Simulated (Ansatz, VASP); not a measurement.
One calculation of W3C, two programs

File INCAR:

```
PREC = Accurate
ENCUT = 520
EDIFF = 1E-6
ISMEAR = 0
SIGMA = 0.1
LREAL = F
LASPH = T
NELM = 80
ALGO = Normal
ISIF = 2
LWAVE = F
LCHARG = F
GGA = PE
NBANDS = 31
```

Contents of KPOINTS:

```
regular mesh
0
Gamma
  4 4 4
```

The input POSCAR:

```
W3C
1.0
    4.2783800900      0.0000000000      0.0000000000
    0.0000000000      4.2783800900      0.0000000000
    0.0000000000      0.0000000000      4.2783800900
W C
3 1
Direct
    0.5000000000      0.0000000000      0.0000000000
    0.0000000000      0.5000000000      0.0000000000
    0.0000000000      0.0000000000      0.5000000000
    0.0000000000      0.0000000000      0.0000000000
```

Input for Ansatz:

```yaml
crystal:
  lattice:
    - [4.27838009, 0.0, 0.0]
    - [0.0, 4.27838009, 0.0]
    - [0.0, 0.0, 4.27838009]
  atoms:
    - { symbol: W, position: [0.5, 0.0, 0.0] }
    - { symbol: W, position: [0.0, 0.5, 0.0] }
    - { symbol: W, position: [0.0, 0.0, 0.5] }
    - { symbol: C, position: [0.0, 0.0, 0.0] }
basis:
  ecutwfc: 420
kpoints:
  mp_grid: { grid: [4, 4, 4] }
hamiltonian:
  xc: pbe
scf:
  occupations: { method: gaussian, width: 0.1 }
  lower_state_search: "off"
output:
  forces: true
  stress: true
  eigenvalues: true
```

Alike in both runs: task single point; functional PBE; k mesh 4 × 4 × 4; occupations gaussian, width 0.1 eV; no spin polarisation.

|  | VASP | Ansatz |
| --- | --- | --- |
| version | VASP 6.6.1 | Ansatz 0.2.0 |
| potentials or method | VASP PAW PBE potentials, release 64 (W_sv, C) | scalar-relativistic, plane waves, PAW |
| plane-wave cutoff (eV) | 520 | 420 |
| valence electrons in the cell | 46 | 46 |

|  | VASP | Ansatz | Ansatz less VASP |
| --- | --- | --- | --- |
| gap on the k mesh at the Fermi level (eV) | none | none | - |
| pressure (GPa) | -21.2 | -21.4 | -0.27 |

A gap of «none» marks a metal or a gap that the smearing closes.

Caveats: the k mesh is coarse (spacing up to 0.37 Å⁻¹), so the values aren't converged; so large a pressure means that the cell lies far from this level's equilibrium, or that cutoff or potentials fall short (VASP). Spin-orbit coupling is left out, which matters for the levels of W.
